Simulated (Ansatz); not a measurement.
CdSe (F-43m): from strained cells to moduli

```
Cd Se
1.0
     0.00000    3.04132    3.04132
     3.04132    0.00000    3.04132
     3.04132    3.04132    0.00000
Cd Se
1 1
Cartesian
  0.0000 0.0000 0.0000
  4.5620 4.5620 4.5620
```

Conventional cell: a = 6.083 Å, b = 6.083 Å, c = 6.083 Å, α = 90.00°, β = 90.00°, γ = 90.00°. Cd (atom 1) has 4 Se at 2.63 Å as nearest neighbours. Se (atom 2) has 4 Cd at 2.63 Å as nearest neighbours.

Computed, not measured; unless marked otherwise by PBEsol, all-electron LAPW in Ansatz 0.2.0, scalar-relativistic. k mesh 6×6×6, fixed occupations, basis error target 1 meV/atom. The cell was relaxed by PAW under this functional. This phase needn't be the one found at ambient conditions.

The cell is cubic and carries a residual pressure of 0.01 GPa at this level. Each strain component that symmetry leaves independent is applied at ±0.008, the ions relax wherever a strain frees them, and the stress (tension positive, GPa) is read. Shears are engineering strains, γ = 2ε.

```
strain    size      σxx      σyy      σzz      σyz     σxz     σxy
    xx  -0.008  -0.5238  -0.3867  -0.3867   0.0000  0.0000  0.0000
    xx  +0.008   0.5006   0.3527   0.3527   0.0000  0.0000  0.0000
    yz  -0.008  -0.0063  -0.0067  -0.0067  -0.1803  0.0000  0.0000
    yz  +0.008  -0.0063  -0.0067  -0.0067   0.1803  0.0000  0.0000
```

A central difference gives one constant, for example C11 ≈ (0.5006 − (-0.5238))/(0.016) = 64.0 GPa; the program then imposes the crystal's symmetry on the whole matrix.

Problem. What are the independent elastic constants?

Solution. C11 = 64.0, C12 = 46.2, C44 = 22.5 GPa.

Problem. Do they meet the Born conditions?

Solution. C11 − C12 = 17.8, C11 + 2C12 = 156.4 and C44 = 22.5 GPa must all be positive, so the crystal is elastically stable; that says nothing yet of its phonons.

Problem. What moduli does a random aggregate of grains have?

Solution. B = (C11 + 2C12)/3 = 52.1 GPa. G_V = (C11 − C12 + 3C44)/5 = 17.1 and G_R = 5(C11 − C12)C44/(4C44 + 3(C11 − C12)) = 14.0, so G_H = 15.5 GPa. Then E = 9BG/(3B + G) = 42.4 GPa, ν = (3B − 2G)/(6B + 2G) = 0.365 and B/G = 3.36, on the ductile side of Pugh's 1.75 (a rule of thumb, made for metals; it doesn't predict ductility here).

Problem. With the density of 5.648 g/cm³, how fast does sound travel, and what Debye temperature follows?

Solution. 

```tsv
direction	slow (m/s)	middle (m/s)	fast (m/s)
[100]	1998	1998	3367
[110]	1256	1998	3708
[111]	1543	1543	3815
```

The mean of v⁻³ over directions and branches gives v_m = 1846 m/s and θ_D = (ħ/k_B) v_m (6π²n)^(1/3) = 181 K, n being atoms per volume. Young's modulus spans 25 to 59 GPa over directions, and the universal anisotropy index is 1.11.

Problem. How far do the constants move if PAW replaces LAPW in the same cell?

Solution. 

| constant | LAPW (GPa) | PAW (GPa) | difference |
| --- | --- | --- | --- |
| C11 | 64.0 | 63.9 | -0.1 |
| C12 | 46.2 | 46.1 | -0.1 |
| C44 | 22.5 | 22.5 | 0.0 |

Problem. How far do the constants move if all-electron PAW (datasets made for the crystal) replaces LAPW in the same cell?

Solution. 

| constant | LAPW (GPa) | all-electron PAW (datasets made for the crystal) (GPa) | difference |
| --- | --- | --- | --- |
| C11 | 64.0 | 63.9 | -0.1 |
| C12 | 46.2 | 46.2 | 0.0 |
| C44 | 22.5 | 22.5 | 0.0 |

Keep in mind: constants at zero field, no piezoelectric stiffening; the frozen-core PAW files of the compared runs were fitted under PBE, their cores solved anew for this functional.
